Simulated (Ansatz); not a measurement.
Input:

CsCl (CsCl type)

```
CELL_PARAMETERS angstrom
      4.20527     0.00000     0.00000
      0.00000     4.20527     0.00000
      0.00000     0.00000     4.20527
ATOMIC_POSITIONS crystal
  Cs 0.00000 0.00000 0.00000
  Cl 0.50000 0.50000 0.50000
```

A phonon eigenvector at Γ is frozen into this cell: atom i moves by Q times the vector below, so Q is the largest atomic displacement, in Å. The cell is held. It is one choice among 3 degenerate patterns.

```
atom      x      y       z
----  -----  -----  ------
Cs1   0.000  0.000   0.267
Cl2   0.000  0.000  -1.000
```

Calculation: PBE (plane waves to 420 eV, PAW, scalar-relativistic; Ansatz, a quantum-chemistry and plane-wave program). k mesh 8×8×8 (Γ-centred), Fermi-Dirac smearing 0.05 eV. The energy includes the smearing's −TS. CsCl was relaxed with its symmetry unable to fall. ΔE is measured from the undisplaced structure.

The scan covers Q from -0.280 to 0.280 Å in 13 points.

Problem. Is the energy the same for equal positive and negative displacements?

Solution. Even: the same for both signs.

Problem. Is this a single well or a double well?

Solution. A single well with its minimum at or next to zero displacement.

Problem. Which space group does the distorted structure have?

Solution. P4mm (No. 99), lowered from Pm-3m.

Problem. What is the energy change at Q = 0.280 Å?

Solution. 36.8 meV/cell.

Problem. What harmonic wavenumber does the curvature at Q = 0 give?

Solution. 74 cm⁻¹.

(For displaced atoms, the force is minus the slope of the energy, and its curvature is a force constant, which sets phonon frequencies.)
